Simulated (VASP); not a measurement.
Wanted: the native input for a VASP 6.6.1 run.

```yaml
Task: relaxation of cell and atoms
Functional: PBE
Potentials_or_basis: VASP PAW PBE potentials, release 64 (Mg, S)
Cutoff: 600 eV
k_mesh: 13 × 13 × 13
Occupations: fermi-dirac, width 0.05 eV
Spin: no spin polarisation
Dipole_correction: no
Further_INCAR_settings: ALGO = Fast; EDIFF = 1e-07; IBRION = 2; EDIFFG = -0.005; NSW = 100; ISIF = 3
```

The structure of MgS lies in POSCAR:

```
MgS
1.0
    0.0000000000      2.8227749299      2.8227749299
    2.8227749299      0.0000000000      2.8227749299
    2.8227749299      2.8227749299      0.0000000000
Mg S
1 1
Direct
    0.0000000000      0.0000000000      0.0000000000
    0.2500000000      0.2500000000      0.2500000000
```

The cell comes from a database or a generator and needn't be the stable form of this composition.

The cell isn't the ideal one: cell and atoms relaxed from a first guess.

The input as run:

INCAR

```
SYSTEM = MgS
  PREC = Accurate
  ENCUT = 600
  EDIFF = 1E-7
  ISMEAR = -1
  SIGMA = 0.05
  LREAL = .FALSE.
  LASPH = .TRUE.
  NELM = 100
  ALGO = Fast
  ISIF = 3
  LWAVE = .FALSE.
  LCHARG = .FALSE.
  GGA = PE
  IBRION = 2
  NSW = 100
  EDIFFG = -0.005
```

KPOINTS

```
regular mesh
0
G
  13 13 13
  0 0 0
```

Potentials or basis: VASP PAW PBE potentials, release 64 (Mg, S).

Launch:

```sh
$ cat potpaw_PBE.64/Mg/POTCAR potpaw_PBE.64/S/POTCAR > POTCAR
$ mpirun -np 1 vasp_std > vasp.out
```

Results of the run:

- Relaxed volume: 23.06 Å³/atom
- Relaxed cell: a = 4.025 Å, b = 4.025 Å, c = 4.025 Å, α = 60.00°, β = 60.00°, γ = 60.00°
- Space group after relaxing (to 0.05 Å): F-43m (No. 216)
- Energy gained by relaxing: 2.6 meV/atom
- Ionic steps: 3
- Pressure after relaxing: 0.0 GPa
- Band gap on the k mesh: 3.38 eV, direct

Caveat: an odd mesh through Γ misses points on the zone boundary, where band edges often lie.

It took 47 s on 1 thread of Intel(R) Xeon(R) Platinum 8488C (Sapphire Rapids), with other jobs on the host, peak memory 0.21 GiB.
